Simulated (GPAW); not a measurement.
A run of GPAW 26.7.0:

Contents of run.py:

```python
from ase import Atoms
from ase.dft.bandgap import bandgap
from ase.io import write
from ase.units import GPa
from gpaw import GPAW, PW

atoms = Atoms(['Hf', 'N'],
              cell=[[0.0, 2.256, 2.256],
                    [2.256, 0.0, 2.256],
                    [2.256, 2.256, 0.0]],
              scaled_positions=[[0.0, 0.0, 0.0],
                                [0.5, 0.5, 0.5]],
              pbc=True)

calc = GPAW(mode=PW(650),
            xc='PBE',
            kpts={'size': (8, 8, 8), 'gamma': True},
            occupations={'name': 'fermi-dirac', 'width': 0.05},
            nbands=19,
            maxiter=120,
            txt='gpaw.txt')
atoms.calc = calc
energy = atoms.get_potential_energy()
forces = atoms.get_forces()
stress = atoms.get_stress()
calc.write('gs.gpw')
write('result.traj', atoms)
print(f'Energy: {energy:.6f} eV')
print('Forces (eV/A):')
print(forces.round(4))
print('Stress (GPa):', (stress / GPa).round(3))
print('Fermi level:', round(calc.get_fermi_level(), 4), 'eV')
print(f'Gap: {bandgap(calc)[0]:.4f} eV, direct: {bandgap(calc, direct=True)[0]:.4f} eV')
```

Potentials or basis: GPAW PAW data sets (gpaw-data 1.2.1), pw.

Run with:

```sh
$ OMP_NUM_THREADS=1 python run.py
```

Hardware: 1 thread of Arm Neoverse V1 (shared host).

Q: Estimate the wall time of this run.

A: Run time: 11 s on 1 thread of Arm Neoverse V1, on a shared host, peak memory 0.15 GiB. Counts: scf iterations 9, plane waves 887, bands 19, k points 29.
